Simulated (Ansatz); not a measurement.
# AlN: a shear that moves c along a, part 2 of 3

How does AlN answer a shear that moves c along a between +0 and +9 %? At each strain the cell is held and the atoms relax, within the symmetry that is left.

Ansatz 0.2.0; DFT r2SCAN, scalar-relativistic, plane waves, PAW.

### 6 At +3.0 %

The input, input.yaml:

```yaml
crystal:
  lattice:
    - [3.1066984497, 0.0, 0.0]
    - [-1.5533492249, 2.6904797793, 0.0]
    - [0.1493569038, 0.0, 4.9785634599]
  atoms:
    - { symbol: Al, position: [0.6658724257, 0.333343382, 0.499215112] }
    - { symbol: Al, position: [0.3325290438, 0.666656618, 0.999215112] }
    - { symbol: "N", position: [0.6674387482, 0.3332789659, 0.880784888] }
    - { symbol: "N", position: [0.3341597823, 0.6667210341, 0.380784888] }
basis:
  ecutwfc: 500
kpoints:
  mp_grid: { grid: [9, 9, 6] }
hamiltonian:
  xc: r2scan
scf:
  occupations: { method: gaussian, width: 0.02 }
output:
  forces: true
  stress: true
  eigenvalues: true
  write_density: true
  write_potential: true
  elf: true
  volumetric_format: npy
relax:
  adjacent_minimum: "off"
  f_tol: 0.008
  max_steps: 40
```

On the command line:

```
> ansatz run input.yaml --threads 1 --pin off --max-ram 2560MiB --backend cpu --events-out ev --progress --plain --runs-dir out
```

Output:

```text
Warning: output.stress: scf.convergence.dr2_threshold = 6.4e-8 eV (the default of a walk held to its f_tol) is looser than the 4e-10 eV advised for a printed stress (1e-10 eV for each atom of the cell: 4). What an SCF threshold leaves in a stress goes as its square root, and in the free energy as the threshold itself, and one threshold admits the most on a small cell: of the crystals measured, under no hybrid functional and no lock of the moments, on runs that ended without the residual-converged pass, on stresses that held no estimate of that error, the worst erred by over 100 MPa in a component at 1e-7 eV an atom and by under 5 at 1e-10. Every solve of this run answers to scf.convergence.dr2_threshold, and the tensor of one is reported: a single SCF on the reported geometry and on this run's grids (its basis.xc_grid and basis.ecutrho_ratio typed), with scf.convergence.dr2_threshold at 4e-10 eV or tighter, prints it and tightens no other solve. Else set scf.convergence.dr2_threshold to 4e-10 eV or tighter. The threshold is an SCF's pass mark: one that does not reach it within its budget of iterations ends unconverged, or closes short of it on a stop that the run arms, and scf.convergence.dr2_threshold's page says what that costs each kind of run
Warning: RAYON_NUM_THREADS=1 ignored (pool sized by the plan → 1); use --threads N
Engine: ansatz 0.2.0, aarch64-unknown-linux-gnu
Pseudopotentials: kind: paw
Pseudopotential: Al, paw, valence charge 3, recommended cutoff 500 eV (meta_gga), Al.paw.azcp
Pseudopotential: N, paw, valence charge 5, recommended cutoff 500 eV (meta_gga), N.paw.azcp
Functional definition: r2SCAN
  parameter k0 = 0.174
  parameter k1 = 0.065
  parameter a1 = 4.9479
  exchange = r2scan_x(k0 = k0, k1 = k1, a1 = a1)
  correlation = r2scan_c
Crystal: 4 atoms, lattice volume = 41.613 Å³
Basis set: ecut = 500 eV, 1075 PW (Γ), exchange–correlation on 96×96×160 points (64 copies of the dense FFT grid, shifted against one another)
Bands: 12, of which v1, the nominal top of the filled ones, is band 8 counted from 1 (7 counted from 0)
Symmetry: 2 space group operations
Space group: Cc (ITA 9), of the structure as read, at distance tolerance 3.5e-5 Å
k-points: 140 of 486 (time reversal used)
Non-local potential: Al, projectors of the file, l = 0: 2, l = 1: 2, l = 2: 1
Non-local potential: N, projectors of the file, l = 0: 2, l = 1: 2, l = 2: 1
PAW form: soft (Blöchl's): semilocal exchange-correlation on the pseudo side does not see the compensation charge
PAW frozen core: Al, regenerated for the run's functional (the file was generated under x = pbe(κ = 0.804, μ = 0.2195149727645171), c = pbe(β = 0.06672455060314922))
PAW frozen core: N, regenerated for the run's functional (the file was generated under x = pbe(κ = 0.804, μ = 0.2195149727645171), c = pbe(β = 0.06672455060314922))
PAW one-centre angular grid: Al, 302 points (default); XC on 160 Gauss nodes
PAW one-centre angular grid: N, 302 points (default); XC on 160 Gauss nodes
Initial density: superposition of atomic densities (neutral atoms: chi_scale 0, normalization atom), corrected by the library's trained network
Initial wavefunctions: pseudopotential atomic-orbital guess
Functional: x = r2scan, c = r2scan; τ floored in thin density (d = 2e-4 eV/Å³)
SCF iter   1: F=—  HF=-1856.813274 eV  |F-HF|=—  |Δ(HF+E_count)|=         —  Δρ=6.55e-3  dr2=1.76e-2  dr2_τ=3.14e-1  ethr=1.77e-3  ⟨swp⟩=6.3  Hψ=11675  notcnv=0
preconditioner: auto → none  [insulator: Δε(μ)=4.741 eV  Ē_g=14.222 eV  σ=0.020 eV  W_gap=1.00  n_scr=2 (ndim 8)  ℏωp=23.0 eV  f_vac=0.000  D(μ)=0.00/eV (n_scr^D=0)  ε∞_Penn≈3.6]
SCF iter   2: F=—  HF=-1856.955925 eV  |F-HF|=—  |Δ(HF+E_count)|=   1.43e-1  Δρ=4.51e-3  dr2=3.81e-3  dr2_τ=2.91e-4  ethr=1.10e-4  ⟨swp⟩=3.0  Hψ=5021  notcnv=0
SCF iter   3: F=—  HF=-1856.955599 eV  |F-HF|=—  |Δ(HF+E_count)|=   3.26e-4  Δρ=6.68e-4  dr2=1.36e-4  dr2_τ=5.98e-5  ethr=2.38e-5  ⟨swp⟩=2.0  Hψ=2240  notcnv=0
SCF iter   4: F=—  HF=-1856.955587 eV  |F-HF|=—  |Δ(HF+E_count)|=   1.15e-5  Δρ=1.87e-4  dr2=1.53e-5  dr2_τ=9.01e-7  ethr=8.51e-7  ⟨swp⟩=2.0  Hψ=2629  notcnv=0
iter 5 did not close the SCF: its close was put off for the readings that it lacked (scf_convergence_deferred on its scf_iter line)
SCF iter   5: F=-1856.955583 eV  HF=-1856.955584 eV  |F-HF|=4.00e-7  |Δ(HF+E_count)|=   3.68e-6  Δρ=4.69e-5  dr2=1.08e-6  dr2_τ=1.08e-7  ethr=9.55e-8  ⟨swp⟩=2.0  Hψ=2754  notcnv=0
SCF iter   6: F=-1856.955584 eV  HF=-1856.955584 eV  |F-HF|=1.19e-7  |Δ(HF+E_count)|=   2.01e-8  Δρ=2.21e-5  dr2=2.41e-7  dr2_τ=4.53e-9  ethr=6.73e-9  ⟨swp⟩=5.1  Hψ=9467  notcnv=0
SCF 1 converged in 6 iterations: F = -1856.955584 eV  dr2 = 2.41e-7
relax step   1: F+E_penalty+E_count = -1856.95558358 eV  Δ(F+E_penalty+E_count) = +0.000e0 eV  max|allowed force component| = 7.787e-2 eV/Å  Δτ_max = 0.0000 Å  (6 SCF iters, dr2 threshold 1.60e-6 eV, accepted)
Initial density: handed on by an earlier stage of this run
Initial wavefunctions: those handed on with the density
iter 1 solved again at ethr=6.72e-8 eV; its pass at ethr=3.10e-3 eV (dr2=1.08e-5 eV) is discarded
SCF iter   1: F=—  HF=-1856.955792 eV  |F-HF|=—  |Δ(HF+E_count)|=         —  Δρ=1.63e-4  dr2=1.15e-5  dr2_τ=3.37e-5  ethr=6.72e-8  ⟨swp⟩=1.4  Hψ=7148  notcnv=0
preconditioner: auto → none  [insulator: Δε(μ)=4.836 eV  Ē_g=14.170 eV  σ=0.020 eV  W_gap=1.00  n_scr=2 (ndim 8)  ℏωp=23.0 eV  f_vac=0.000  D(μ)=0.00/eV (n_scr^D=0)  ε∞_Penn≈3.6]
SCF iter   2: F=—  HF=-1856.955788 eV  |F-HF|=—  |Δ(HF+E_count)|=   4.13e-6  Δρ=5.88e-5  dr2=1.25e-6  dr2_τ=5.27e-8  ethr=6.72e-8  ⟨swp⟩=2.2  Hψ=2712  notcnv=0
SCF iter   3: F=-1856.955788 eV  HF=-1856.955788 eV  |F-HF|=8.72e-9  |Δ(HF+E_count)|=   2.05e-7  Δρ=1.45e-5  dr2=4.97e-8  dr2_τ=7.44e-9  ethr=2.37e-9  ⟨swp⟩=9.0  Hψ=12632  notcnv=0
SCF 2 converged in 3 iterations: F = -1856.955788 eV  dr2 = 4.97e-8
relax step   2: F+E_penalty+E_count = -1856.95578814 eV  Δ(F+E_penalty+E_count) = -2.046e-4 eV  max|allowed force component| = 5.444e-2 eV/Å  Δτ_max = 0.0008 Å  (3 SCF iters, dr2 threshold 3.79e-7 eV, accepted)
SCF iter   1: F=—  HF=-1856.956005 eV  |F-HF|=—  |Δ(HF+E_count)|=         —  Δρ=3.64e-4  dr2=5.67e-5  dr2_τ=1.62e-4  ethr=3.61e-6  ⟨swp⟩=2.2  Hψ=5629  notcnv=0
preconditioner: auto → none  [insulator: Δε(μ)=4.833 eV  Ē_g=14.170 eV  σ=0.020 eV  W_gap=1.00  n_scr=2 (ndim 8)  ℏωp=23.0 eV  f_vac=0.000  D(μ)=0.00/eV (n_scr^D=0)  ε∞_Penn≈3.6]
SCF iter   2: F=—  HF=-1856.955985 eV  |F-HF|=—  |Δ(HF+E_count)|=   1.92e-5  Δρ=1.32e-4  dr2=6.33e-6  dr2_τ=2.30e-7  ethr=3.55e-7  ⟨swp⟩=2.0  Hψ=3640  notcnv=0
SCF iter   3: F=-1856.955985 eV  HF=-1856.955985 eV  |F-HF|=5.33e-8  |Δ(HF+E_count)|=   9.79e-7  Δρ=2.73e-5  dr2=1.18e-7  dr2_τ=5.64e-9  ethr=1.16e-9  ⟨swp⟩=6.1  Hψ=10162  notcnv=0
SCF 3 converged in 3 iterations: F = -1856.955985 eV  dr2 = 1.18e-7
relax step   3: F+E_penalty+E_count = -1856.95598457 eV  Δ(F+E_penalty+E_count) = -1.964e-4 eV  max|allowed force component| = 9.264e-4 eV/Å  Δτ_max = 0.0018 Å  (3 SCF iters, dr2 threshold 1.85e-7 eV, accepted)
iter 1 solved again at ethr=7.40e-10 eV; its pass at ethr=3.10e-3 eV (dr2=1.18e-7 eV) is discarded
SCF iter   1: F=—  HF=-1856.955985 eV  |F-HF|=—  |Δ(HF+E_count)|=         —  Δρ=2.73e-5  dr2=1.18e-7  dr2_τ=5.64e-9  ethr=7.40e-10  ⟨swp⟩=1.0  Hψ=6722  notcnv=0
preconditioner: auto → none  [insulator: Δε(μ)=4.834 eV  Ē_g=14.170 eV  σ=0.020 eV  W_gap=1.00  n_scr=2 (ndim 8)  ℏωp=23.0 eV  f_vac=0.000  D(μ)=0.00/eV (n_scr^D=0)  ε∞_Penn≈3.6]
SCF iter   2: F=-1856.955985 eV  HF=-1856.955985 eV  |F-HF|=1.59e-8  |Δ(HF+E_count)|=   4.67e-8  Δρ=1.30e-5  dr2=2.79e-8  dr2_τ=1.22e-9  ethr=4.00e-10  ⟨swp⟩=5.7  Hψ=8683  notcnv=0
SCF 4 converged in 2 iterations: F = -1856.955985 eV  dr2 = 2.79e-8
relax step   4: F+E_penalty+E_count = -1856.95598458 eV  Δ(F+E_penalty+E_count) = -9.352e-9 eV  max|allowed force component| = 9.375e-4 eV/Å  Δτ_max = 0.0000 Å  (2 SCF iters, accepted)
iter 1 solved again at ethr=1.75e-10 eV; its pass at ethr=3.10e-3 eV (dr2=2.79e-8 eV) is discarded
SCF iter   1: F=—  HF=-1856.955985 eV  |F-HF|=—  |Δ(HF+E_count)|=         —  Δρ=1.30e-5  dr2=2.79e-8  dr2_τ=1.22e-9  ethr=1.75e-10  ⟨swp⟩=1.0  Hψ=10467  notcnv=0
SCF iter   2: F=-1856.955985 eV  HF=-1856.955985 eV  |F-HF|=4.80e-9  |Δ(HF+E_count)|=   1.25e-8  Δρ=6.38e-6  dr2=7.13e-9  dr2_τ=3.21e-10  ethr=1.75e-10  ⟨swp⟩=6.0  Hψ=7560  notcnv=0
SCF 5 converged in 2 iterations: F = -1856.955985 eV  dr2 = 7.13e-9
SCF converged after 2 iterations
Free energy (F): -1856.955985 eV
Harris-Foulkes:  -1856.955985 eV  (|F-HF|=4.80e-9)
Internal energy: -1856.955985 eV  (E = F + TS)
E sigma→0 (E₀):  -1856.955985 eV
Fermi energy:    9.382073 eV
--- Per-component energies (eV) ---
  E_band       = 23.183687
  E_kinetic    = 321.344264
  E_local      = -448.597507  (includes V_loc(G=0)·N_el)
  E_nonlocal   = 108.520162
  E_hartree    = 157.322561
  E_xc         = -197.816169
  E_vxc        = -238.478154  (∫ρ·V_xc dr)
  E_paw        = -1204.931173  (= ΣΔE_a)
  E_vpaw       = -47.052924  (= ΣTr[D̂ρ^β])
  E_aug_tail   = 0.000038  (compensation charges beyond the density's cutoff)
  E_vtau       = 12.802689  (kinetic-family band-sum trace: ∫τ·v_τ [+ j·A + Jᵃ·Aᵃ] dr)
  E_ewald      = -592.618815
  E_core_change = -0.179345  (= ΣΔE_core)
  E_smearing   = -0.000000  (= −TS)
  E_closure    = -0.000000  (closes the sum)
  Σ components = -1856.955985   (vs F -1856.955985, Δ=0.00e0)
--- Forces (eV/Å), atoms counted from 1 ---
  atom   1  Al    -0.00044773    -0.00094125     0.00023675
  atom   2  Al    -0.00044773     0.00094125     0.00023675
  atom   3  N      0.00042145    -0.00077961    -0.00032660
  atom   4  N      0.00042145     0.00077961    -0.00032660
  max |Σ_I F_I| component: 1.80e-4 eV/Å
--- Stress (GPa, compression-positive) ---
       -0.233886      -0.000000      -3.686762
       -0.000000       0.025369      -0.000000
       -3.686665      -0.000000       0.143633
  P = ⅓ Tr σ = -0.0216 GPa (-0.216 kbar)
--- Band table (eV; the first three rows and the last of 140) ---
  k-point 0: bands = ["-9.0515", "-6.9362", "0.8610", "6.0453", "6.0496", "6.6747", "6.7080", "6.9653", "11.7989", "14.4561", "18.4993", "18.9753"]
  k-point 1: bands = ["-8.9446", "-7.1348", "1.2303", "6.0864", "6.0904", "6.3152", "6.6621", "6.6811", "12.2926", "14.5132", "18.3209", "18.9329"]
  k-point 2: bands = ["-8.6357", "-7.6138", "2.2104", "5.0226", "6.1994", "6.2023", "6.5399", "6.5428", "13.2783", "14.5351", "18.0497", "18.9366"]
  k-point 139: bands = ["-7.3899", "-6.4670", "2.2165", "2.5291", "3.9386", "4.2956", "5.2912", "5.9185", "13.9658", "14.8499", "16.3105", "17.6301"]
--- Relaxed structure (4 steps of the walk, 4 accepted, 0 SCFs on fresh bases) ---
  F+E_penalty+E_count = -1856.95598458 eV   max|allowed force component| = 9.375e-4 eV/Å
  atoms:
    - { symbol: Al, position: [0.6650747822315735, 0.3333545881332534, 0.4992807743755559] }
    - { symbol: Al, position: [0.33172019409832004, 0.6666454118667465, 0.9992807743755557] }
    - { symbol: N, position: [0.6681491263547207, 0.33309322903933447, 0.8807192256244442] }
    - { symbol: N, position: [0.3350558973153861, 0.6669067709606656, 0.38071922562444405] }
```

Wall time 74 s (1 thread of Arm Neoverse V1, shared host); peak memory 0.53 GiB.

Relaxation path:

```csv
step,E - E(step 1) (eV/cell),largest force component (eV/Å)
1,0.0000,0.0779
2,-0.0002,0.0544
3,-0.0004,0.0009
4,-0.0004,0.0009
```

Step 1 is the start.

The maps below are laid out on this run's own conventional cell (a, b, c = 3.107, 5.381, 4.981 Å).

Density in a lattice plane of the grid's cell (edges 5.38 and 4.98 Å, at 0.002 of the third edge), which holds Al and N.

Ten even steps from ' ' (0.04 e/Å³) to '@' (3.55 e/Å³):
```
        ..::++%%%%%%++--..                      
        ..--##@@@@@@##==::..                    
        ..::**%%@@%%**--..                      
          ..--++**++--::..                      
          ....::::::....                        
              ......                            
                                                
                            ..........          
                        ....::--==--::..        
                        ..--++%%%%%%++::..      
                      ..::==##@@@@@@##--..      
                        ..--**%%@@%%**::..      
                        ..::--++**++--..        
                          ....::::::....        
                              ......            
                                                
            ..........                          
          ..::--==--::....                      
```
Columns run along the first of these edges and rows up along the second, over one cell in 24 and 18 even steps from the bottom left corner. Atoms in the plane (fractional): Al at (0.33, 0.50), Al at (0.67, 1.00), N at (0.33, 0.88), N at (0.67, 0.38).

ELF in the same plane.

Ten even steps from ' ' (0.00) to '@' (0.88):
```
    ::**%%@@%%**++**@@@@@@##..          ......  
    ::**%%@@##::  --##@@@@%%==        ......    
    ::++##%%%%++--++%%@@@@##==..    ......      
    ..==##%%@@@@%%@@@@@@##++::..    ....        
    ..::++%%@@@@@@@@@@##++::..                  
      ..--++##%%@@%%##==::............          
        ....::::::::::....::--======----::..    
                      ::++############**++--..  
    ......            ++@@@@@@@@%%@@@@%%##++::  
    ......          ..##@@@@@@**++**%%@@%%**::  
      ......        --%%@@@@##--  --##@@%%**::  
        ......    ..==##@@@@%%++--++%%%%##++::  
          ....    ..::++##@@@@@@%%@@@@%%##==..  
                    ..::++##@@@@@@@@@@%%++::..  
            ............::==##%%@@%%##++--..    
      ..::----======--::::....::::::::....      
    ..--++**####%%######++::                    
    ::++##%%@@@@%%@@@@@@@@++            ......  
```
Columns run along the first of these edges and rows up along the second, over one cell in 24 and 18 even steps from the bottom left corner. Atoms in the plane (fractional): Al at (0.33, 0.50), Al at (0.67, 1.00), N at (0.33, 0.88), N at (0.67, 0.38).

Both are smooth fields of the valence electrons: close to the nuclei they are not physical.

The highest ELF values outside the cores: 0.89 on the N–Al line, 0.8 Å from N.

### 7 Changed: occupations.method tetrahedron, accuracy low, ecutwfc left out, width left out

The input, input.yaml:

```yaml
crystal:
  lattice:
    - [3.1066984497, 0.0, 0.0]
    - [-1.5533492249, 2.6904797793, 0.0]
    - [0.1493569038, 0.0, 4.9785634599]
  atoms:
    - { symbol: Al, position: [0.6650747822, 0.3333545881, 0.4992807744] }
    - { symbol: Al, position: [0.3317201941, 0.6666454119, 0.9992807744] }
    - { symbol: "N", position: [0.6681491264, 0.333093229, 0.8807192256] }
    - { symbol: "N", position: [0.3350558973, 0.666906771, 0.3807192256] }
kpoints:
  mp_grid: { grid: [9, 9, 6] }
hamiltonian:
  xc: r2scan
scf:
  occupations: { method: tetrahedron }
output:
  forces: true
  eigenvalues: true
  stress: true
accuracy: low
```

On the command line:

```
> ansatz run input.yaml --threads 1 --pin off --max-ram 2560MiB --backend cpu --events-out ev --progress --plain --runs-dir out
```

Output, shortened:

```text
Warning: output.forces, output.stress, relax.cell or npt_langevin: where a Kohn–Sham band that disperses or a degenerate level is filled in part under the method tetrahedron, the forces or the stress that this run publishes need not agree with its energy (scf.occupations.method in the [...]
settings of this run that can trade accuracy for cost: accuracy: low. Do not mix this run's numbers with those of runs without the same settings; the input reference describes each key
Warning: RAYON_NUM_THREADS=1 ignored (pool sized by the plan → 1); use --threads N
[...]
[... 1 set-up line as earlier in the session ...]
[...]
  atom   4  N      0.00046261     0.00078906    -0.00016696
[...]
--- Stress (GPa, compression-positive) ---
       -0.234403      -0.000000      -3.687376
       -0.000000       0.024902      -0.000000
       -3.687277      -0.000000       0.143489
  P = ⅓ Tr σ = -0.0220 GPa (-0.220 kbar)
--- Band table (eV; the first three rows and the last of 140) ---
  k-point 0: bands = ["-9.0515", "-6.9363", "0.8609", "6.0452", "6.0495", "6.6746", "6.7079", "6.9652", "11.7989", "14.4561", "18.4993", "18.9753"]
[...]
settings of this run that can trade accuracy for cost: accuracy: low. Do not mix this run's numbers with those of runs without the same settings; the input reference describes each key
```

It took 17 s on 1 thread of Arm Neoverse V1, shared host; peak memory 0.41 GiB.

| run | ending | energy change | pressure (GPa) | gap (eV) | force (eV/Å) | cycles | time |
| --- | --- | --- | --- | --- | --- | --- | --- |
| step 6 | converged | 0 | 0.0 | 4.83 | 0.00 | - | 74 s |
| variant | converged | 0.0 meV/atom (σ→0) | 0.0 | 4.83 | 0.00 | 7 | 17 s |

Changing the smearing and accuracy level hardly moves the energy: 0.0 meV/atom.

### 8 Seeking the band edges at +3.0 %

The input, input.yaml:

```yaml
crystal:
  lattice:
    - [3.1066984497, 0.0, 0.0]
    - [-1.5533492249, 2.6904797793, 0.0]
    - [0.1493569038, 0.0, 4.9785634599]
  atoms:
    - { symbol: Al, position: [0.6650747822, 0.3333545881, 0.4992807744] }
    - { symbol: Al, position: [0.3317201941, 0.6666454119, 0.9992807744] }
    - { symbol: "N", position: [0.6681491264, 0.333093229, 0.8807192256] }
    - { symbol: "N", position: [0.3350558973, 0.666906771, 0.3807192256] }
basis:
  ecutwfc: 500
kpoints:
  mp_grid: { grid: [9, 9, 6] }
  band_path: { path: [VBM, CBM], npoints: 2 }
hamiltonian:
  xc: r2scan
scf:
  occupations: { method: gaussian, width: 0.02 }
output:
  forces: true
  stress: true
  eigenvalues: true
checkpoint:
  read: start.run
  write: ck
  compress: false
  write_wavefunctions: false
  write_every: 100000
```

On the command line:

```
> ansatz run input.yaml --threads 1 --pin off --max-ram 2560MiB --backend cpu --events-out ev --progress --plain --runs-dir out
```

Output, shortened:

```text
[...]
SCF converged after 2 iterations
Free energy (F): -1856.955985 eV
[...]
E sigma→0 (E₀):  -1856.955985 eV
Fermi energy:    9.382073 eV
[...]
--- Forces (eV/Å), atoms counted from 1 ---
  atom   1  Al    -0.00046596    -0.00094269     0.00023890
  atom   2  Al    -0.00046596     0.00094269     0.00023890
  atom   3  N      0.00044994    -0.00078413    -0.00033211
  atom   4  N      0.00044994     0.00078413    -0.00033211
[...]
--- Stress (GPa, compression-positive) ---
       -0.233884      -0.000000      -3.686775
       -0.000000       0.025369      -0.000000
       -3.686677      -0.000000       0.143626
  P = ⅓ Tr σ = -0.0216 GPa (-0.216 kbar)
--- Band table (eV; the first three rows and the last of 140) ---
  k-point 0: bands = ["-9.0515", "-6.9362", "0.8610", "6.0453", "6.0496", "6.6747", "6.7080", "6.9653", "11.7989", "14.4561", "18.4993", "18.9753"]
[...]
```

Wall time 30 s (1 thread of Arm Neoverse V1, shared host); peak memory 0.47 GiB.

Valence top (0.000, 0.000, 0.000), conduction bottom (0.000, 0.000, 0.000) in fractional k; the gap is 4.834 eV.

### 9 At +4.5 %

Edit input.yaml of step 8 so:

```diff
@@ -4,3 +4,3 @@
     - [-1.5533492249, 2.6904797793, 0.0]
-    - [0.1493569038, 0.0, 4.9785634599]
+    - [0.2240353557, 0.0, 4.9785634599]
   atoms:
@@ -14,3 +14,2 @@
   mp_grid: { grid: [9, 9, 6] }
-  band_path: { path: [VBM, CBM], npoints: 2 }
 hamiltonian:
@@ -23,7 +22,5 @@
   eigenvalues: true
-checkpoint:
-  read: start.run
-  write: ck
-  compress: false
-  write_wavefunctions: false
-  write_every: 100000
+relax:
+  adjacent_minimum: "off"
+  f_tol: 0.008
+  max_steps: 40
```

On the command line:

```
> ansatz run input.yaml --threads 1 --pin off --max-ram 2560MiB --backend cpu --events-out ev --progress --plain --runs-dir out
```

Output, shortened:

```text
Warning: output.stress: scf.convergence.dr2_threshold = 6.4e-8 eV (the default of a walk held to its f_tol) is looser than the 4e-10 eV advised for a printed stress (1e-10 eV for each atom of the cell: 4). What an SCF threshold leaves in a stress goes as its square root, and in the free [...]
Warning: RAYON_NUM_THREADS=1 ignored (pool sized by the plan → 1); use --threads N
[...]
[... 3 set-up lines as earlier in the session ...]
[...]
  k-point 0: bands = ["-9.0496", "-6.9330", "0.8623", "6.0480", "6.0580", "6.6456", "6.7110", "7.0016", "11.7871", "14.4566", "18.4626", "18.9677"]
[...]
--- Relaxed structure (4 steps of the walk, 4 accepted, 0 SCFs on fresh bases) ---
  F+E_penalty+E_count = -1856.93808161 eV   max|allowed force component| = 1.126e-3 eV/Å
  atoms:
    - { symbol: Al, position: [0.664275678062618, 0.33336787351439684, 0.49939073662736877] }
    - { symbol: Al, position: [0.330907804548221, 0.6666321264856033, 0.9993907366273684] }
    - { symbol: N, position: [0.6687999741510767, 0.3327834309129926, 0.8806092633726315] }
    - { symbol: N, position: [0.3360165432380843, 0.6672165690870073, 0.3806092633726312] }
```

Wall time 68 s (1 thread of Arm Neoverse V1, shared host); peak memory 0.5 GiB.

Relaxation path:

| step | E - E(step 1) (eV/cell) | largest force component (eV/Å) |
| --- | --- | --- |
| 1 | 0.0000 | 0.0778 |
| 2 | -0.0002 | 0.0543 |
| 3 | -0.0004 | 0.0011 |
| 4 | -0.0004 | 0.0011 |

Step 1 is the start.

(Continued in part 3 of 3.)
